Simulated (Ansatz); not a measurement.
# Cu: stress in a strained cell

Cu is deformed so: equal xx and yy strain of +1 %. What stress and forces result, by LAPW, PAW and all-electron datasets made for the crystal?

Method: DFT PBE, scalar-relativistic, in Ansatz 0.2.0.

### 1 The starting structure

The structure is cubic, space group Fm-3m (No. 225). Conventional cell: a = 3.615 Å, b = 3.615 Å, c = 3.615 Å, α = 90.00°, β = 90.00°, γ = 90.00°. Cu (site symmetry m-3m) has 12 Cu at 2.56 Å as nearest neighbours.

As a file:

```
Cu
1.0
     0.00000    1.80750    1.80750
     1.80750    0.00000    1.80750
     1.80750    1.80750    0.00000
Cu
1
Direct
  0.00000 0.00000 0.00000
```

### 2 After the deformation

Space group Fm-3m before, I4/mmm after.

### 3 Full-potential LAPW

Contents of input.yaml:

```yaml
crystal:
  lattice:
    - [0.0, 1.825575, 1.8075]
    - [1.825575, 0.0, 1.8075]
    - [1.825575, 1.825575, 0.0]
  atoms:
    - { symbol: Cu, position: [0.0, 0.0, 0.0] }
kpoints:
  mp_grid: { grid: [19, 19, 19] }
  band_path:
    path:
      - [0.0, 0.0, 0.0]
      - [0.0, 0.5, 0.5]
      - [0.25, 0.75, 0.5]
      - [0.0, 0.5, 0.0]
      - [0.0, 0.0, 0.0]
      - [0.5, 0.5, 0.0]
      - [0.3775125, 0.6224875, 0.0]
      - [-0.3775125, 0.3775125, 0.0]
      - [0.0, 0.0, 0.0]
    npoints: 5
scf:
  occupations: { method: fermi_dirac, width: 0.08 }
hamiltonian:
  xc: pbe
  pseudopotentials: { kind: all_electron, lapw: { basis_error: 0.00025 } }
output:
  forces: true
  stress: true
  eigenvalues: true
```

Started as:

```
$ ansatz run input.yaml --threads 1 --pin off --max-ram 3072MiB --backend cpu --events-out ev --progress --plain --runs-dir out
```

### 4 Frozen-core PAW

Contents of input.yaml:

```yaml
crystal:
  lattice:
    - [0.0, 1.825575, 1.8075]
    - [1.825575, 0.0, 1.8075]
    - [1.825575, 1.825575, 0.0]
  atoms:
    - { symbol: Cu, position: [0.0, 0.0, 0.0] }
kpoints:
  mp_grid: { grid: [19, 19, 19] }
scf:
  occupations: { method: fermi_dirac, width: 0.08 }
hamiltonian:
  xc: pbe
  pseudopotentials: { kind: paw }
output:
  forces: true
  stress: true
  eigenvalues: true
  efg: { contact_densities: true }
```

### 5 Datasets made for this crystal

Edit input.yaml of step 4 so:

```diff
@@ -13,3 +13,3 @@
   xc: pbe
-  pseudopotentials: { kind: paw }
+  pseudopotentials: { kind: all_electron, datasets: crystal }
 output:
```

(Steps that only read results are left out.)

What does the calculation give? Wanted: pressure; largest shear or deviatoric stress.

As calculated:

| quantity | value |
| --- | --- |
| pressure | LAPW -1.14, PAW -1.11, crystal datasets -1.14 GPa |
| largest shear or deviatoric stress (LAPW) | 0.26 GPa |

What this shows: The largest part of the stress beyond the pressure is 0.26 GPa in size, in the zz component. No run of the undeformed cell stands beside it, so the pressure holds what the given cell had before the change. PAW: stress within 0.03 GPa of LAPW. Crystal datasets: stress within 0.01 GPa of LAPW.
